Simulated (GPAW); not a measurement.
SnSe2:

```
Sn Se
1.0
     3.81100    0.00000    0.00000
    -1.90550    3.30042    0.00000
     0.00000    0.00000    6.13600
Sn Se
1 2
Direct
  0.00000 0.00000 0.00000
  0.66667 0.33333 0.75100
  0.33333 0.66667 0.24900
```

Program: GPAW 26.7.0. Alike in all runs: potentials or basis GPAW PAW data sets (gpaw-data 1.2.1), pw; cell as given; smearing fermi-dirac 0.05 eV.

Question: Order these runs on this cell by their band gap on the k mesh, lowest first.
A. level HSE06; spin off; k mesh 3 × 3 × 2; cutoff (eV) 450; maxiter 60; mesh quality coarse
B. level MS2; spin SOC, no magnetisation; k mesh 6 × 6 × 3; cutoff (eV) 600; maxiter 150; band path GMKGALHA,LM,KH; band points 100; spin axis theta (degrees) 90; spin axis phi (degrees) 45; mesh quality not flagged
C. level PBE; spin SOC, no magnetisation; k mesh 6 × 6 × 3; cutoff (eV) 600; maxiter 150; band path GMKGALHA,LM,KH; band points 100; spin axis theta (degrees) 0; spin axis phi (degrees) 0; mesh quality not flagged

Answer: C (0.72 eV), B (1.04 eV), A (1.88 eV).

Caveats: some runs use coarse meshes; spin-orbit coupling was added after a scalar SCF, so levels and gaps hold it while energy, forces, pressure and moments don't (some runs); this program's spin-orbit splittings come out too wide for heavy elements (some runs); exact exchange converges slowly with the k mesh, and this mesh is small (some runs); spin-orbit coupling is left out, which moves the levels of the heavy elements (some runs); an odd mesh through Γ misses points on the zone boundary, where band edges often lie (some runs).

A k mesh can miss the band edges, odd and even meshes differently.
